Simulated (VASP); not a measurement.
A calculation with VASP 6.6.1 of Ni (native input, structure from a POSCAR):

INCAR

```
SYSTEM = Ni
  PREC = Accurate
  ENCUT = 550
  EDIFF = 1E-6
  ISMEAR = 0
  SIGMA = 0.02
  LREAL = .FALSE.
  LASPH = .TRUE.
  NELM = 150
  ALGO = Normal
  ISIF = 2
  LWAVE = .FALSE.
  LCHARG = .FALSE.
  ISPIN = 2
  MAGMOM = 1
  LORBIT = 11
  LMAXMIX = 4
  GGA = RP
  NBANDS = 15
```

File KPOINTS:

```
regular mesh
0
G
  13 13 13
  0 0 0
```

File POSCAR:

```
Ni
1.0
   -1.3837154700      1.3837154700      1.3837154700
    1.3837154700     -1.3837154700      1.3837154700
    1.3837154700      1.3837154700     -1.3837154700
Ni
1
Cartesian
    0.0000000000      0.0000000000      0.0000000000
```

Potentials or basis: VASP PAW PBE potentials, release 64 (Ni_GW).

Command:

```console
$ cat potpaw_PBE.64/Ni_GW/POTCAR > POTCAR
$ mpirun -np 1 vasp_std > vasp.out
```

This isn't the form of Ni at room conditions, which is fcc.

Q: Write the same calculation in another form: ASE script, structure typed inline.

A: As run:

run.py

```python
from ase import Atoms
from ase.calculators.vasp import Vasp
from ase.dft.bandgap import bandgap

atoms = Atoms(
    ['Ni'],
    cell=[[-1.38371547, 1.38371547, 1.38371547], [1.38371547, -1.38371547, 1.38371547], [1.38371547, 1.38371547, -1.38371547]],
    scaled_positions=[[0.0, 0.0, 0.0]],
    pbc=True,
)
atoms.set_initial_magnetic_moments([1.0])
calc = Vasp(
    directory='calc',
    xc='rpbe',
    pp='PBE',
    setups={'base': 'minimal', 'Ni': '_GW'},
    prec='Accurate',
    encut=550,
    ediff=1e-07,
    ismear=0,
    sigma=0.02,
    lreal=False,
    lasph=True,
    nelm=100,
    algo='Fast',
    isif=2,
    lwave=False,
    lcharg=False,
    ispin=2,
    lorbit=11,
    lmaxmix=4,
    kpts=[13, 13, 13],
    gamma=True,
)
atoms.calc = calc

print('energy (eV):', atoms.get_potential_energy())
print('free energy (eV):', atoms.get_potential_energy(force_consistent=True))
print('forces (eV/A):')
print(atoms.get_forces())
print('stress (eV/A^3, Voigt):', atoms.get_stress())
print('Fermi level (eV):', calc.get_fermi_level())
print('moment (muB):', atoms.get_magnetic_moment())
print('site moments (muB):', atoms.get_magnetic_moments())
gap, top, bottom = bandgap(calc)
print('band gap (eV):', gap, 'from (spin, k, band)', top, 'to', bottom)
```

Potentials or basis: VASP PAW PBE potentials, release 64 (Ni_GW).

Command:

```console
$ python run.py
```

Both were run:

|  | native input, structure from a POSCAR | ASE script, structure typed inline |
| --- | --- | --- |
| Pressure | 12.2 GPa | 12.2 GPa |
| Band gap on the k mesh | none (metal or under the smearing width) | none (metal or under the smearing width) |
| Net moment | 0.59 μB per cell | 0.59 μB per cell |
| Site moments | Ni +0.59 μB | Ni +0.59 μB |
| Valence electrons inside the program's atomic spheres | Ni 9.29 | Ni 9.29 |

Keys that steer only the numerical path or the files written may differ.

Caveat: the PAW data sets were made with another functional, which shifts forces and pressure a little.
